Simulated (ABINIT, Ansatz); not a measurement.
# How the form of the self-energy moves the gap of AlN (P6_3mc), part 2 of 2

Aim: compare treatments of exchange, screening and correlation for the gap of AlN (P6_3mc).

ABINIT 10.8.3; PBE and many-body steps on it, plane waves. Known limits of the many-body steps: not at the basis limit.

So far. Step 6 (G0W0, Engel-Farid plasmon pole): Against G0W0 in ABINIT (6×6×4 mesh, 229 bands, screening to 247.6 eV, Godby-Needs plasmon pole), the gap moves by +0.123 eV. Step 7 (One-shot Hartree-Fock): Against G0W0 in ABINIT (6×6×4 mesh, 229 bands, screening to 247.6 eV, Godby-Needs plasmon pole), the gap moves by +7.017 eV.

The database entry behind the starting cell differs from later determinations by our own check (inner coordinate u about 0.002 short), so it need not match the best structure at ambient conditions.

### 8. Screening, 6×6×4 mesh, 229 bands, screening to 247.6 eV

This step: RPA screening on PBE, plane waves, norm-conserving pseudopotentials.

File run.abi:

```
acell 3*1.0 Angstrom
rprim 
  3.113000000011 -0.000000000003 0.000000000000
  -1.556500000003 2.695937081992 0.000000000000
  0.000000000000 0.000000000000 4.981000000000
ntypat 2
znucl 13 7
natom 4
typat 1 1 2 2
xred 
  0.333333333333 0.666666666667 0.000000000000
  0.666666666667 0.333333333333 0.500000000000
  0.333333333333 0.666666666667 0.380000000000
  0.666666666667 0.333333333333 0.880000000000
pp_dirpath "pseudos"
pseudos "Al.upf, N.upf"
ecut 36
ngkpt 6 6 4
nshiftk 1
shiftk 0 0 0
kptopt 1
chksymbreak 0
istwfk *1
occopt 1
irdwfk 1
optdriver 3
nband 229
ecuteps 9.1
inclvkb 2
awtr 1
symchi 1
gwcalctyp 2
nfreqre 16
freqremax 40 eV
nfreqim 8
spmeth 1
nomegasf 120
indata_prefix "in"
outdata_prefix "out"
tmpdata_prefix "tmp"
```

Started as:

```console
$ OMP_NUM_THREADS=1 mpirun -n 4 abinit run.abi > log
```

The log of the run:

```text
.Version 10.8.3 of ABINIT. v10.8.2 released Aug 2026.

 Symmetries : space group P6_3 m c (#186); Bravais hP (primitive hexag.)
[... echo of the input left out ...]
== DATASET  1 ==================================================================
-   mpi_nproc: 4, omp_nthreads: 1 (-1 if OMP is not activated)

--- !DatasetInfo
iteration_state: {dtset: 1, }
dimensions: {natom: 4, nkpt: 21, mband: 229, nsppol: 1, nspinor: 1, nspden: 1, mpw: 2934, }
cutoff_energies: {ecut:  36.0, pawecutdg:  -1.0, }
electrons: {nelect:   1.60000000E+01, charge:   0.00000000E+00, occopt:   1.00000000E+00, tsmear:   1.00000000E-02, }

 SCREENING: Calculation of the susceptibility and dielectric matrices

 Based on a program developped by R.W. Godby, V. Olevano, G. Onida, and L. Reining.
 Incorporated in ABINIT by V. Olevano, G.-M. Rignanese, and M. Torrent.
.Using double precision arithmetic ; gwpc =  8

[... cell and pseudopotentials left out ...]
--------------------------------------------------------------------------------

 ==== K-mesh for the wavefunctions ====
 Number of points in the irreducible wedge :    21
[... list of points left out ...]
 Together with 12 symmetry operations and time-reversal symmetry
 yields   144 points in the full Brillouin Zone.

 ==== Q-mesh for the screening function ====
 Number of points in the irreducible wedge :    21
[... list of points left out ...]
 Together with 12 symmetry operations and time-reversal symmetry
 yields   144 points in the full Brillouin Zone.

 setmesh: FFT mesh size selected  =    24x   24x   40
          total number of points  =        23040

 vcoul_init : cutoff-mode = AUXILIARY_FUNCTION
 q-points for optical limit:   1
     1)      0.000010    0.000020    0.000030

- screening: taking advantage of time-reversal symmetry
- Maximum band index for partially occupied states nbvw = 8
- Remaining bands to be divided among processors   nbcw = 221
- Number of bands treated by each node ~55

 Number of electrons calculated from density =   16.0000; Expected =   16.0000
 average of density, n =  0.056718
 r_s =    1.6146
 omega_plasma =   22.9728 [eV]

 calculating chi0 at frequencies [eV] :
  1    0.000000E+00    0.000000E+00
  2    2.666667E+00    0.000000E+00
  3    5.333333E+00    0.000000E+00
[...]
23    0.000000E+00    5.850781E+01
 24    0.000000E+00    8.237963E+01

--------------------------------------------------------------------------------
  q-point number  1        q = ( 0.000000, 0.000000, 0.000000) [r.l.u.]
--------------------------------------------------------------------------------
[... chi0 elements left out ...]
  [... further frequencies ...]

 No. of calculated frequencies >  15, stop printing
 For q-point:  0.000010 0.000020 0.000030
  dielectric constant =   4.2462
  dielectric constant without local fields =   4.6817

  Average fulfillment of the sum rule on Im[epsilon] for q-point    1 :     92.50  [%]
[... wings left out ...]
  q-point number  2        q = ( 0.166667, 0.000000, 0.000000) [r.l.u.]
--------------------------------------------------------------------------------
[... chi0 elements left out ...]
  [... further frequencies ...]

 No. of calculated frequencies >  15, stop printing
  Average fulfillment of the sum rule on Im[epsilon] for q-point    2 :     96.06  [%]

 [... 19 further q-points ...]
```

Run time: 17 min. Hardware: 4 MPI ranks of Arm Neoverse V1, shared host; peak memory 3.1 GiB.

This step gave:

| Property | Result |
| --- | --- |
| ε∞ with local fields, on this mesh, along the program's q direction | 4.246 |
| the same without local fields | 4.682 |
| plasma frequency | 22.97 eV |
| plane waves in the screening matrix | 373 |

### 9. G0W0, contour deformation

This step: G0W0 on PBE, plane waves, norm-conserving pseudopotentials.

Changes to run.abi since step 8:

```diff
@@ -25,14 +25,15 @@
 irdwfk 1
-optdriver 3
+optdriver 4
 nband 229
+gwcalctyp 2
+ecutsigx 36
+symsigma 1
+nkptgw 1
+kptgw 
+  0.0000000000 0.0000000000 0.0000000000
+bdgw 
+  6 10
 ecuteps 9.1
-inclvkb 2
-awtr 1
-symchi 1
-gwcalctyp 2
-nfreqre 16
-freqremax 40 eV
-nfreqim 8
-spmeth 1
-nomegasf 120
+irdscr 1
+gwmem 01
 indata_prefix "in"
```

The log of the run:

```text
.Version 10.8.3 of ABINIT. v10.8.2 released Aug 2026.

 Symmetries : space group P6_3 m c (#186); Bravais hP (primitive hexag.)
[... echo of the input left out ...]
== DATASET  1 ==================================================================
-   mpi_nproc: 4, omp_nthreads: 1 (-1 if OMP is not activated)

--- !DatasetInfo
iteration_state: {dtset: 1, }
dimensions: {natom: 4, nkpt: 21, mband: 229, nsppol: 1, nspinor: 1, nspden: 1, mpw: 2934, }
cutoff_energies: {ecut:  36.0, pawecutdg:  -1.0, }
[...]
7   5.135 -16.968 -20.992   2.794   0.776  -0.288 -17.923  -0.956   4.179
[...]
10  11.990 -10.836  -5.799  -4.327   0.819  -0.221 -10.255   0.581  12.571
       10   0.000   0.000   0.000  -0.000   0.000   0.000  -0.000  -0.000  -0.000

== END DATASET(S) ==============================================================
================================================================================

 -outvars: echo values of variables after computation  --------
           etotal      0.0000000000E+00
            nband         229
             nkpt          21
          spgroup         186
 [... the other variables as echoed above ...]

 Calculation completed.
```

Wall time 26 s (4 MPI ranks); peak memory 2.3 GiB; 1.7 min of CPU time.

This step gave:

```
G0W0 gap on the points computed              : 5.667 eV
starting gap on the mesh                     : 4.220 eV
k of the valence top                         : 0, 0, 0
k of the conduction bottom                   : 0, 0, 0
least direct G0W0 gap on the computed points : 5.667 eV
```

Against G0W0 in ABINIT (6×6×4 mesh, 229 bands, screening to 247.6 eV, Godby-Needs plasmon pole), the gap moves by +0.038 eV.

### 10. The runs together

Times are wall times on 4 MPI ranks of Arm Neoverse V1, shared host, good to a factor of about two. A run's time includes the screening step that it read.

| run | mesh | bands | screening cutoff (eV) | DFT gap (eV) | gap on the mesh (eV) | direct (eV) | ε∞ used | time |
| --- | --- | --- | --- | --- | --- | --- | --- | --- |
| G0W0, Godby-Needs plasmon pole | 6×6×4 | 229 | 247.6 | 4.220 | 5.629 | 5.629 | 4.21 | 8.1 min |
| G0W0, Hybertsen-Louie plasmon pole | 6×6×4 | 229 | 247.6 | 4.220 | 5.746 | 5.746 | 4.21 | 8 min |
| G0W0, Engel-Farid plasmon pole | 6×6×4 | 229 | 247.6 | 4.220 | 5.752 | 5.752 | 4.21 | 7.7 min |
| one-shot Hartree-Fock | 6×6×4 | - | - | 4.220 | 12.646 | 12.646 | - | 2.5 s |
| G0W0, contour deformation | 6×6×4 | 229 | 247.6 | 4.220 | 5.667 | 5.667 | 4.25 | 17 min |

### 11. What came out

```
G0W0, Godby-Needs plasmon pole     : 5.629 eV
G0W0, Hybertsen-Louie plasmon pole : 5.746 eV
G0W0, Engel-Farid plasmon pole     : 5.752 eV
one-shot Hartree-Fock              : 12.646 eV
G0W0, contour deformation          : 5.667 eV
known limits                       : not at the basis limit
```

What this shows: G0W0, Hybertsen-Louie plasmon pole: +0.117 eV against G0W0, Godby-Needs plasmon pole. G0W0, Engel-Farid plasmon pole: +0.123 eV against G0W0, Godby-Needs plasmon pole. One-shot Hartree-Fock: +7.017 eV against G0W0, Godby-Needs plasmon pole. G0W0, contour deformation: +0.038 eV against G0W0, Godby-Needs plasmon pole. Bare exchange alone opens the gap to 12.65 eV; against G0W0, correlation takes back 7.02 eV. Bands and cutoff are finite, so the gap is not at the basis limit. The miss can reach some tenths of an eV and take either sign; the mesh is an error of its own. In the G0W0 runs levels were corrected at 1 k point alone, so a gap called «on the mesh» is the least over those, and an edge elsewhere would be missed.

[Paths, hosts, dates, memory and timing lines, banners, echoed tables and standing remarks are left out of the program output.]

[Logs are printed without paths, hosts, clocks, repeated set-up lines and the standing remarks that a program may print on its own settings, such as how far it seeks lower states.]

[Runs of the session that timed out or met a known fault of the program may be left out.]

[Hosts, paths, dates, database ids (printed as entryN), source tags and the programs' standing remarks are cut or masked in the printed files.]

[G0W0 gaps are taken among the corrected bands and points alone; a level outside them can change the order at an edge.]

[Where Ansatz stands beside ABINIT at settings called matched, ABINIT's density can come from a denser mesh and the files from another edition; pairs whose starting gaps differed by over 0.03 eV were left out, so agreement reads better than it is.]
